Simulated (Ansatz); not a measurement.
Set up this calculation in Ansatz 0.2.0, as the native input.

| Quantity | Value |
| --- | --- |
| Task | single point |
| Functional | LDA |
| Potentials or basis | all-electron LAPW, scalar-relativistic |
| Cutoff | 160 eV (chosen from the basis error) |
| Basis error allowed | 0.001 eV/atom |
| k mesh | 9 × 9 × 9 |
| Occupations | gaussian, width 0.05 eV |
| Spin | no spin polarisation |

Bi:

```
Bi
1.0
    -1.98143    1.98143    1.98143
     1.98143   -1.98143    1.98143
     1.98143    1.98143   -1.98143
Bi
1
Direct
  0.00000 0.00000 0.00000
```

This isn't the form of Bi at room conditions, which is rhombohedral.

The input as run:

input.yaml

```yaml
crystal:
  lattice:
    - [-1.9814305318, 1.9814305318, 1.9814305318]
    - [1.9814305318, -1.9814305318, 1.9814305318]
    - [1.9814305318, 1.9814305318, -1.9814305318]
  atoms:
    - { symbol: Bi, position: [0.0, 0.0, 0.0] }
kpoints:
  mp_grid: { grid: [9, 9, 9] }
scf:
  occupations: { method: gaussian, width: 0.05 }
hamiltonian:
  xc: lda
  pseudopotentials: { kind: all_electron, lapw: { basis_error: 0.001 } }
output:
  forces: true
  stress: true
  eigenvalues: true
```

Potentials or basis: all-electron LAPW, scalar-relativistic.

The run is started by

```bash
$ ansatz run input.yaml --threads 1 --pin off --max-ram 3072MiB --backend cpu --events-out ev --progress --plain --runs-dir out
```

It gave:

```yaml
Pressure: -3.3 GPa
Band_gap_on_the_k_mesh: none (metal or under the smearing width)
```

Caveat: spin-orbit coupling is left out, which moves the levels of the heavy elements.

It took 3.6 s on 1 thread of Arm Neoverse V1, with other jobs on the host, peak memory 0.23 GiB.
